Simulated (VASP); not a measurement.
A run of VASP 6.6.1:

INCAR

```
PREC = Accurate
ENCUT = 600
EDIFF = 1E-6
ISMEAR = 0
SIGMA = 0.1
LREAL = F
LASPH = T
NELM = 100
ALGO = Normal
ISIF = 3
LWAVE = F
LCHARG = F
GGA = PE
IBRION = 2
NSW = 100
EDIFFG = -0.005
```

File KPOINTS:

```
regular mesh
0
Gamma
  18 18 18
```

Contents of POSCAR:

```
Ti
1.0
   -1.6410000000      1.6410000000      1.6410000000
    1.6410000000     -1.6410000000      1.6410000000
    1.6410000000      1.6410000000     -1.6410000000
Ti
1
Direct
    0.0000000000      0.0000000000      0.0000000000
```

Potentials or basis: VASP PAW PBE potentials, release 64 (Ti_sv).

The run is started by

```console
$ cat potpaw_PBE.64/Ti_sv/POTCAR > POTCAR
$ mpirun -np 1 vasp_std > vasp.out
```

Hardware: 1 thread of Intel(R) Xeon(R) Platinum 8488C (Sapphire Rapids), on a shared host.

**Question.** Estimate the wall time of this run.

**Answer.** It took 40 s on 1 thread of Intel(R) Xeon(R) Platinum 8488C (Sapphire Rapids) (shared host), peak memory 0.17 GiB. Counts: scf iterations 29, k points 195, ion steps 3.
